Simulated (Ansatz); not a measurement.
# HfO2: field gradients against cell size

Reference cell: an entry of the Crystallography Open Database (COD) whose atoms were relaxed with PBE, the cell held.

```cif
data_HfO2
_symmetry_space_group_name_H-M 'P2_1/c'
_symmetry_Int_Tables_number 14
_cell_length_a 5.1180
_cell_length_b 5.1857
_cell_length_c 5.2841
_cell_angle_alpha 90.000
_cell_angle_beta 99.352
_cell_angle_gamma 90.000
loop_
_atom_site_label
_atom_site_type_symbol
_atom_site_symmetry_multiplicity
_atom_site_Wyckoff_symbol
_atom_site_fract_x
_atom_site_fract_y
_atom_site_fract_z
Hf Hf 4 e 0.2767 0.0419 0.2081
O5 O 4 e 0.4466 0.7584 0.4803
O9 O 4 e 0.0726 0.3393 0.3389
```

One atom of each set is listed.

The numbers come from a DFT calculation in Ansatz (PBE, plane waves and PAW, scalar-relativistic, 420 eV cutoff, Γ-centred 4×4×4 k-points, Fermi–Dirac smearing 0.02 eV).

The cell is scaled uniformly, and the ions keep their fractional positions.

```tsv
V/V₀	Hf V_zz (η)	O5 V_zz (η)	O9 V_zz (η)
0.98	?	?	?
0.99	12.88 (0.16)	1.08 (0.98)	-1.23 (0.90)
1.00	12.69 (0.15)	1.07 (1.00)	-1.32 (0.88)
1.02	12.31 (0.15)	-1.07 (0.97)	-1.49 (0.84)
```

Problem. Fill in the row for V/V₀ = 0.98 (V_zz in 10²¹ V/m²).

Solution. Hf: 13.08 (0.16), O5: 1.09 (0.96), O9: -1.15 (0.93). Worked for Hf: a power law through the other 3 rows, |V_zz| = 12.69 × (V/V₀)^-1.51, gives 13.08 at V/V₀ = 0.98, against 13.08 from the run (-0.0 %). Logarithmic slopes d ln|V_zz|/d ln V over the series, for the sites that change steadily: Hf -1.5, O9 6.4. Point charges on a uniformly scaled lattice would give −1; charge that moves in the bonds makes the difference.

At this cell the principal stresses reach 5 GPa in size with PBE, which can matter for small gradients. Without spin–orbit coupling the gradients at and beside Hf can be off by some per cent, at some sites by more. On some sites the largest principal value moves to another axis along the series, and the sign of V_zz can flip with it.
